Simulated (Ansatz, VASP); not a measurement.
## AlN in VASP and in Ansatz

File INCAR:

```
SYSTEM = AlN
PREC = Accurate ; ENCUT = 520
EDIFF = 1E-6 ; ISMEAR = -1
SIGMA = 0.02 ; LREAL = .False.
LASPH = .True. ; NELM = 80
ALGO = Normal ; ISIF = 2
LWAVE = .False. ; LCHARG = .True.
GGA = PE ; LELF = .True.
LVHAR = .True. ; NBANDS = 11
```

The input KPOINTS:

```
regular mesh
0
Gamma
  10 10 10
  0 0 0
```

The input POSCAR:

```
AlN
1.0
    0.0000000000      2.1601873172      2.2101278436
    2.1601873172      0.0000000000      2.2101278436
    2.1601873172      2.1601873172      0.0000000000
Al N
1 1
Direct
    0.0000000000      0.0000000000      0.0000000000
    0.2500000000      0.2500000000      0.2500000000
```

Input for Ansatz:

```yaml
crystal:
  lattice:
    - [0.0, 2.1601873172, 2.2101278436]
    - [2.1601873172, 0.0, 2.2101278436]
    - [2.1601873172, 2.1601873172, 0.0]
  atoms:
    - { symbol: Al, position: [0.0, 0.0, 0.0] }
    - { symbol: "N", position: [0.25, 0.25, 0.25] }
kpoints:
  mp_grid: { grid: [10, 10, 10] }
  band_path:
    path:
      - [0.0, 0.0, 0.0]
      - [-0.5, -0.5, 0.0]
      - [-0.375, -0.375, 0.25]
      - [-0.375, 0.0, 0.375]
      - [0.0, 0.0, 0.5]
      - [-0.5, -0.25, 0.25]
    npoints: 1
hamiltonian:
  xc: pbe
scf:
  occupations: { method: fermi_dirac, width: 0.02 }
  n_extra_bands: 4
output:
  forces: true
  stress: true
  eigenvalues: true
```

Change from the starting cell: epitaxial_xy strain -1.1%.

Alike in both runs: task single point; functional PBE; k mesh 10 × 10 × 10; occupations fermi-dirac, width 0.02 eV; no spin polarisation.

|  | VASP | Ansatz |
| --- | --- | --- |
| version | VASP 6.6.1 | Ansatz 0.2.0 |
| potentials or method | VASP PAW PBE potentials, release 64 (Al, N) | plane waves, PAW |
| plane-wave cutoff (eV) | 520 | 420 |
| valence electrons in the cell | 8 | 8 |

```csv
,VASP,Ansatz,Ansatz less VASP
gap on the k mesh at the Fermi level (eV),3.26,3.26,+0.009
pressure (GPa),6.7,7.0,+0.27
largest component of the traceless stress (GPa),2.14,2.12,-0.014
```

The functional is the same, so the differences come from potentials, cutoffs and numerics.

A k mesh can miss the band edges.
